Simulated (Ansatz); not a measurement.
# WSe2: the cost of one run

Computed with Ansatz 0.2.0 (DFT PBE+D3(BJ), scalar-relativistic, plane waves, PAW, unless a step's input says otherwise).

25 further runs of the same task are left out: 25 set aside as unsound or not needed. Runs told in other sessions of the task aren't counted.

## 1. Starting point

It takes space group P-3m1 (No. 164, trigonal). The conventional cell has a = 3.285 Å, b = 3.285 Å, c = 24.239 Å, α = 90.00°, β = 90.00°, γ = 120.00°. Around Se (site symmetry 3m) lie 3 W at 2.54 Å. Around W (site symmetry 3m) lie 6 Se at 2.54 Å.

Coordinates:

```cif
data_structure
_symmetry_space_group_name_H-M 'P-3m1'
_symmetry_Int_Tables_number 164
_cell_length_a 3.2855
_cell_length_b 3.2855
_cell_length_c 24.2386
_cell_angle_alpha 90.000
_cell_angle_beta 90.000
_cell_angle_gamma 120.000
_cell_volume 226.59
loop_
_atom_site_label
_atom_site_type_symbol
_atom_site_symmetry_multiplicity
_atom_site_Wyckoff_symbol
_atom_site_fract_x
_atom_site_fract_y
_atom_site_fract_z
_atom_site_occupancy
Se1 Se 2 c 0.00000 0.00000 0.78653 1
W1 W 2 d 0.33333 0.66667 0.85603 1
Se2 Se 2 c 0.00000 0.00000 0.92553 1
```

This is the geometry of the first run shown, built on a cell relaxed beforehand with the same method.

## 2. The scan

Atoms count from 1 in the order of the input.

The upper layer of a bilayer is slid along a line and lifted, both layers rigid.

The axes are (1) slide of the upper layer along the long diagonal of the hexagonal surface cell, from Se4 above Se3: 9 values from 0.00 to 5.06 Å, periodic; (2) distance between the facing planes of atoms: 6 values from 2.81 to 4.61 Å.

Nothing else is relaxed. Energies count from the two layers apart. Points are written as (first, second).

## 3. Grid point (0.00 Å, 3.61 Å)

The cell repeats along c, and a dipole correction in the vacuum removes the field between the copies.

input.yaml reads:

```yaml
crystal:
  lattice:
    - [3.2854929709, 0.0, 0.0]
    - [-1.6427464855, 2.8453203767, 0.0]
    - [0.0, 0.0, 24.2386466774]
  atoms:
    - { symbol: Se, position: [0.3333333333, 0.6666666667, 0.1856539294] }
    - { symbol: W, position: [0.6666666667, 0.3333333333, 0.2551570536] }
    - { symbol: Se, position: [0.3333333333, 0.6666666667, 0.3246601777] }
    - { symbol: Se, position: [0.3333333333, 0.6666666667, 0.4735958856] }
    - { symbol: W, position: [0.0, 1.0, 0.5430990097] }
    - { symbol: Se, position: [0.3333333333, 0.6666666667, 0.6126021339] }
basis:
  ecutwfc: 420
kpoints:
  mp_grid: { grid: [9, 9, 1] }
hamiltonian:
  xc: pbe
  pseudopotentials: { kind: paw, azcp: { folder: soft_1 } }
  dispersion: d3bj
scf:
  occupations: { method: gaussian, width: 0.05 }
output:
  forces: true
  eigenvalues: true
efield:
  axis: 3
  dipole_correction: true
  ramp_width: 0.04
```

Run with:

```bash
$ ansatz run input.yaml --threads 2 --pin off --max-ram 6144MiB --backend cpu --events-out ev --progress --plain --runs-dir out
```

**Question.** How long does this run take on 2 threads of Arm Neoverse N1, shared host, and how much memory does it need?

About 21 s, with a peak of 0.51 GiB.
